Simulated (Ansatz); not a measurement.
Ca: equation of state with r2SCAN

Ca:

```xyz
1
Lattice="0.0000 2.7942 2.7942 2.7942 0.0000 2.7942 2.7942 2.7942 0.0000" Properties=species:S:1:pos:R:3 pbc="T T T"
Ca    0.0000    0.0000    0.0000
```

```json
{
  "Program": "Ansatz 0.2.0",
  "Task": "equation of state",
  "Functional": "r2SCAN",
  "Potentials or basis": "Ansatz PAW",
  "Cutoff": "500 eV",
  "Density cutoff": "2000 eV",
  "k mesh": "8 × 8 × 8",
  "Occupations": "fermi-dirac, width 0.05 eV",
  "Spin": "no spin polarisation"
}
```

```
Equilibrium volume                      : 43.19 Å³/atom
Bulk modulus                            : 17.6 GPa
Pressure derivative of the bulk modulus : 3.3
```

Energy against volume, from the lowest point:
| volume (Å³/atom) | energy (meV/atom) |
| --- | --- |
| 41.014 | 6.24 |
| 41.886 | 2.02 |
| 42.759 | 0.00 |
| 43.632 | 0.00 |
| 44.504 | 1.86 |
| 45.377 | 5.41 |
| 46.250 | 10.53 |

All runs of the series together: 8.8 s on 2 threads of Arm Neoverse V2 (shared host).

Caveat: the PAW data sets were made with another functional, which shifts forces and pressure a little.
